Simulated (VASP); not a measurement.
# BiTe (Fm-3m) in VASP: further runs, part 2 of 2

VASP 6.6.1. Earlier steps stand in the parts before.

## 4. Single point, PBE (strained and moved within the space group)

INCAR

```
ALGO = Fast
EDIFF = 1E-6
ENCUT = 520
GGA = PE
ISIF = 2
ISMEAR = 0
LASPH = T
LCHARG = F
LREAL = F
LWAVE = F
NBANDS = 18
NELM = 60
PREC = Accurate
SIGMA = 0.1
```

KPOINTS

```
k-points
0
Gamma
  12 12 12
```

POSCAR

```
BiTe
1.0
    0.0000000000      3.2685793000      3.2685793000
    3.2685793000      0.0000000000      3.2685793000
    3.2685793000      3.2685793000      0.0000000000
Bi Te
1 1
Direct
    0.0000000000      0.0000000000      0.0000000000
    0.5000000000      0.5000000000      0.5000000000
```

Potentials or basis: VASP PAW PBE potentials, release 64 (Bi_d, Te).

The run is started by

```bash
> cat potpaw_PBE.64/Bi_d/POTCAR potpaw_PBE.64/Te/POTCAR > POTCAR
> mpirun -np 1 vasp_std > vasp.out
```

OUTCAR:

```text
EDIFF = 1E-6
   ENCUT = 520
   GGA = PE
   ISIF = 2
   ISMEAR = 0
   LASPH = T
   LREAL = F
   NELM = 60
   PREC = Accurate

 ion  position               nearest neighbor table
   1  0.000  0.000  0.000-   2 3.27   2 3.27   2 3.27   2 3.27   2 3.27   2 3.27
   2  0.500  0.500  0.500-   1 3.27   1 3.27   1 3.27   1 3.27   1 3.27   1 3.27

  LATTYP: Found a face centered cubic cell.
 ALAT       =     6.5371586000

  Lattice vectors:

 A1 = (   0.0000000000,   3.2685793000,   3.2685793000)
 A2 = (   3.2685793000,   0.0000000000,   3.2685793000)
 A3 = (   3.2685793000,   3.2685793000,   0.0000000000)

Analysis of symmetry for initial positions (statically):
=====================================================================
 Subroutine PRICEL returns:
 Original cell was already a primitive cell.

 Routine SETGRP: Setting up the symmetry group for a
 face centered cubic supercell.

 Subroutine GETGRP returns: Found 48 space group operations
 (whereof 48 operations were pure point group operations)
 out of a pool of 48 trial point group operations.

[... 157 lines left out ...]
  ext. energy  EPLUGINS =         0.00000000
  ---------------------------------------------------
  free energy    TOTEN  =        -7.17672551 eV

  energy without entropy =       -7.16994140  energy(sigma->0) =       -7.17333345

 E-fermi :   6.2720     XC(G=0):  -9.2970

 val. band max:        6.2484816160   @ k =  -0.4167   0.2500   0.0833
 cond. band min:       6.2969364608   @ k =   0.2500   0.1667   0.0000
 fundamental gap:      0.0484548448
 Fermi energy:         6.2719738931

 k-point     1 :       0.0000    0.0000    0.0000
  band No.  band energies     occupation
      1     -16.8600      2.00000
      2     -16.8600      2.00000
      3     -16.8586      2.00000
      4     -16.8586      2.00000
      5     -16.8586      2.00000
      6      -7.0343      2.00000
[... 481 lines left out ...]
      5     -16.8523      2.00000
      6      -5.1428      2.00000
[... 10 lines left out ...]
     17      15.6519      0.00000
     18      16.8700      0.00000

 [... further k-points ...]
[... 5 lines left out ...]
  --------------------------------------------------------------------------------------
  -------------------------------------------------------------------------------------
  Total       -0.3419899     -0.3419899     -0.3419899      0.0000000     -0.0000000      0.0000000
  in kB       -7.8454316     -7.8454316     -7.8454316      0.0000000     -0.0000000      0.0000000
  external PRESSURE =      -7.8454316 kB  Pullay stress =       0.0000000 kB

 VOLUME and BASIS-vectors are now :
 -----------------------------------------------------------------------------
  energy-cutoff  :      520.00
  volume of cell :       69.84
      direct lattice vectors                 reciprocal lattice vectors
     0.000000000  3.268579300  3.268579300    -0.152971660  0.152971660  0.152971660
     3.268579300  0.000000000  3.268579300     0.152971660 -0.152971660  0.152971660
     3.268579300  3.268579300  0.000000000     0.152971660  0.152971660 -0.152971660

 POSITION                                       TOTAL-FORCE (eV/Angst)
 -----------------------------------------------------------------------------------
      0.00000      0.00000      0.00000        -0.000000      0.000000      0.000000
      3.26858      3.26858      3.26858         0.000000      0.000000     -0.000000
 -----------------------------------------------------------------------------------
    total drift:                               -0.000000      0.000000      0.000000

  FREE ENERGIE OF THE ION-ELECTRON SYSTEM (eV)
  ---------------------------------------------------
  free  energy   TOTEN  =        -7.1767255054 eV

  energy  without entropy=       -7.1699413969  energy(sigma->0) =       -7.17333345
```

stdout:

```text
POSCAR found type information on POSCAR BiTe
 POSCAR found :  2 types and       2 ions
 scaLAPACK will be used
 LDA part: xc-table for (Slater+PW92), standard interpolation
 POSCAR, INCAR and KPOINTS ok, starting setup
 FFT: planning ... GRIDC
 FFT: planning ... GRID_SOFT
 FFT: planning ... GRID
 WAVECAR not read
 entering main loop
```

Wall time 38 s (1 thread of Intel Xeon 6975P-C (Granite Rapids), shared host); peak memory 0.26 GiB.

Results:

| Item | Value |
| --- | --- |
| Free energy | -7.1767 eV |
| Pressure | -0.8 GPa |
| Band gap on the k mesh | none (metal or under the smearing width) |

Caveat: spin-orbit coupling is left out, which moves the levels of the heavy elements.

## 5. Single point, PBE

INCAR

```
PREC     = Accurate       # precision mode
ENCUT    = 520            # plane-wave cutoff, eV
EDIFF    = 1E-6           # SCF threshold, eV
ISMEAR   = 0              # smearing method
SIGMA    = 0.1            # smearing width, eV
LREAL    = False          # projectors in reciprocal space
LASPH    = True           # aspherical terms in the spheres
NELM     = 100            # most SCF steps
ALGO     = Fast           # electronic algorithm
ISIF     = 2              # what is computed and relaxed
LWAVE    = False          # write WAVECAR
LCHARG   = False          # write CHGCAR
GGA      = PE             # functional
NBANDS   = 18             # bands
```

KPOINTS

```
Automatic mesh
0
Gamma
  12 12 12
```

POSCAR

```
BiTe
1.0
    0.0000000000      3.2511941626      3.2511941626
    3.2511941626      0.0000000000      3.2511941626
    3.2511941626      3.2511941626      0.0000000000
Bi Te
1 1
Direct
    0.0000000000      0.0000000000      0.0000000000
    0.5000000000      0.5000000000      0.5000000000
```

The run is started by

```bash
> cat potpaw_PBE.64/Bi_d/POTCAR potpaw_PBE.64/Te/POTCAR > POTCAR
> mpirun -np 1 vasp_std > vasp.out
```

It took 82 s on 1 thread of Intel Xeon Platinum 8488C (Sapphire Rapids), shared host; peak memory 0.26 GiB.

Results (log left out):

| Property | Result |
| --- | --- |
| Free energy | -7.1794 eV |
| Pressure | -0.1 GPa |
| Band gap on the k mesh | none (metal or under the smearing width) |

Levels at points of the mesh, in eV from the Fermi level:
| k point | band 6 | band 7 | band 8 | band 9 | band 10 | band 11 | band 12 | band 13 | band 14 | band 15 |
| --- | --- | --- | --- | --- | --- | --- | --- | --- | --- | --- |
| (0.00, 0.00, 0.00) | -13.41 | -8.18 | -2.50 | -2.50 | -2.50 | 2.13 | 2.13 | 2.13 | 4.70 | 4.70 |
| (0.50, 0.00, 0.00) | -11.50 | -11.19 | -1.88 | -1.88 | -1.60 | -0.80 | -0.59 | -0.59 | 7.30 | 7.74 |
| (0.50, 0.50, 0.00) | -11.70 | -9.94 | -5.55 | -3.94 | -3.94 | 2.31 | 3.53 | 3.53 | 4.86 | 8.63 |

Caveat: spin-orbit coupling is left out, which moves the levels of the heavy elements.

## 6. Overview

| level | potentials or basis | cell | further INCAR settings | gap on the mesh (eV) | pressure (GPa) |
| --- | --- | --- | --- | --- | --- |
| PBE | VASP PAW PBE potentials, release 64 (Bi_d, Te) | strained and moved within the space group | ALGO = Fast; EDIFF = 1e-06; NBANDS = 18 | none | -0.8 |
| LDA | VASP PAW LDA potentials, release 64 (Bi_d, Te) | functional LDA, strained and moved within the space group | ALGO = Fast; EDIFF = 1e-07; NBANDS = 18 | none | 3.8 |
| PBE | VASP PAW PBE potentials, release 64 (Bi_d, Te) | as given | ALGO = Fast; EDIFF = 1e-06; NBANDS = 18 | none | -0.1 |

Alike in all rows: task single point; no spin polarisation; k mesh 12 × 12 × 12; cutoff (eV) 520; smearing gaussian 0.1 eV.

Caveats: spin-orbit coupling is left out, which moves the levels of the heavy elements.

Total energies depend on the potentials used, so only differences within one code and one set of settings carry meaning.
